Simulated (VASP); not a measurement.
Input of a VASP 6.6.1 run:

The input INCAR:

```
SYSTEM = ZrO2
PREC = Accurate ; ENCUT = 520
EDIFF = 1E-7 ; ISMEAR = 0
SIGMA = 0.02 ; LREAL = .False.
LASPH = .True. ; NELM = 80
ALGO = Normal ; ISIF = 2
LWAVE = .False. ; LCHARG = .False.
LMAXMIX = 4 ; GGA = PE
```

File KPOINTS:

```
regular mesh
0
Gamma
  10 10 10
  0 0 0
```

POSCAR

```
ZrO2
1.0
    0.0000000000      2.5350000000      2.5350000000
    2.5350000000      0.0000000000      2.5350000000
    2.5350000000      2.5350000000      0.0000000000
Zr O
1 2
Direct
    0.0000000000      0.0000000000      0.0000000000
    0.2500000000      0.2500000000      0.2500000000
    0.7500000000      0.7500000000      0.7500000000
```

The input KPOINTS_OPT:

```
path GXWKGLUWLK,UX
10
line-mode
reciprocal
 0.0000000000  0.0000000000  0.0000000000  G
 0.5000000000  0.0000000000  0.5000000000  X

 0.5000000000  0.0000000000  0.5000000000  X
 0.5000000000  0.2500000000  0.7500000000  W

 0.5000000000  0.2500000000  0.7500000000  W
 0.3750000000  0.3750000000  0.7500000000  K

 0.3750000000  0.3750000000  0.7500000000  K
 0.0000000000  0.0000000000  0.0000000000  G

 0.0000000000  0.0000000000  0.0000000000  G
 0.5000000000  0.5000000000  0.5000000000  L

 0.5000000000  0.5000000000  0.5000000000  L
 0.6250000000  0.2500000000  0.6250000000  U

 0.6250000000  0.2500000000  0.6250000000  U
 0.5000000000  0.2500000000  0.7500000000  W

 0.5000000000  0.2500000000  0.7500000000  W
 0.5000000000  0.5000000000  0.5000000000  L

 0.5000000000  0.5000000000  0.5000000000  L
 0.3750000000  0.3750000000  0.7500000000  K

 0.6250000000  0.2500000000  0.6250000000  U
 0.5000000000  0.0000000000  0.5000000000  X
```

Potentials or basis: VASP PAW PBE potentials, release 64 (Zr_sv, O).

Command:

```sh
$ cat potpaw_PBE.64/Zr_sv/POTCAR potpaw_PBE.64/O/POTCAR > POTCAR
$ mpirun -np 1 vasp_std > vasp.out
```

Question: Estimate the band gap on the k mesh.

Answer: 3.39 eV, indirect (least direct gap 3.84 eV).

Question: Estimate the band gap along the path.

Answer: 3.39 eV, indirect (least direct gap 3.84 eV).

Levels at the corners of the path, in eV from the valence-band top:
```tsv
point	band 9	band 10	band 11	band 12	band 13	band 14	band 15	band 16
Γ	-5.30	-0.54	-0.54	-0.54	3.39	3.39	6.67	9.51
X	-3.17	-1.53	-1.53	0.00	3.84	4.80	5.94	7.38
X	-3.17	-1.53	-1.53	0.00	3.84	4.80	5.94	7.38
W	-2.40	-2.40	-1.39	-0.20	4.50	4.64	6.39	6.39
W	-2.40	-2.40	-1.39	-0.20	4.50	4.64	6.39	6.39
K	-3.10	-2.24	-1.22	-0.34	4.07	4.81	6.27	6.81
K	-3.10	-2.24	-1.22	-0.34	4.07	4.81	6.27	6.81
Γ	-5.30	-0.54	-0.54	-0.54	3.39	3.39	6.67	9.51
Γ	-5.30	-0.54	-0.54	-0.54	3.39	3.39	6.67	9.51
L	-2.55	-2.48	-1.65	-1.65	4.04	4.04	6.19	8.59
L	-2.55	-2.48	-1.65	-1.65	4.04	4.04	6.19	8.59
U	-3.10	-2.24	-1.22	-0.34	4.07	4.81	6.27	6.81
U	-3.10	-2.24	-1.22	-0.34	4.07	4.81	6.27	6.81
W	-2.40	-2.40	-1.39	-0.20	4.50	4.64	6.39	6.39
W	-2.40	-2.40	-1.39	-0.20	4.50	4.64	6.39	6.39
L	-2.55	-2.48	-1.65	-1.65	4.04	4.04	6.19	8.59
L	-2.55	-2.48	-1.65	-1.65	4.04	4.04	6.19	8.59
K	-3.10	-2.24	-1.22	-0.34	4.07	4.81	6.27	6.81
U	-3.10	-2.24	-1.22	-0.34	4.07	4.81	6.27	6.81
X	-3.17	-1.53	-1.53	0.00	3.84	4.80	5.94	7.38
```

PBE gaps usually lie below the measured ones, often by a third to a half.
